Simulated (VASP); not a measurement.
A run of VASP 6.6.1:

INCAR

```
PREC = Accurate ; ENCUT = 600
EDIFF = 1E-6 ; ISMEAR = -1
SIGMA = 0.05 ; LREAL = False
LASPH = True ; NELM = 60
ALGO = Normal ; ISIF = 3
LWAVE = False ; LCHARG = False
GGA = B5 ; ALDAX = 1.0
AGGAX = 1.0 ; AGGAC = 1.0
ALDAC = 0.0 ; IBRION = 2
NSW = 60 ; EDIFFG = -0.01
```

KPOINTS

```
Automatic mesh
0
Gamma
  13 13 13
```

Contents of POSCAR:

```
C
1.0
    0.0000000000      1.7833700000      1.7833700000
    1.7833700000      0.0000000000      1.7833700000
    1.7833700000      1.7833700000      0.0000000000
C
2
Direct
    0.7500000000      0.7500000000      0.7500000000
    0.5000000000      0.5000000000      0.5000000000
```

Potentials or basis: VASP PAW PBE potentials, release 64 (C).

The run is started by

```sh
$ cat potpaw_PBE.64/C/POTCAR > POTCAR
$ mpirun -np 1 vasp_std > vasp.out
```

Hardware: 1 thread of Intel(R) Xeon(R) Platinum 8488C (Sapphire Rapids) (shared host).

Problem. Estimate the wall time of this run.

Solution. It took 17 s on 1 thread of Intel(R) Xeon(R) Platinum 8488C (Sapphire Rapids), with other jobs on the host, peak memory 0.11 GiB. Counts: scf iterations 22, k points 84, ion steps 3.
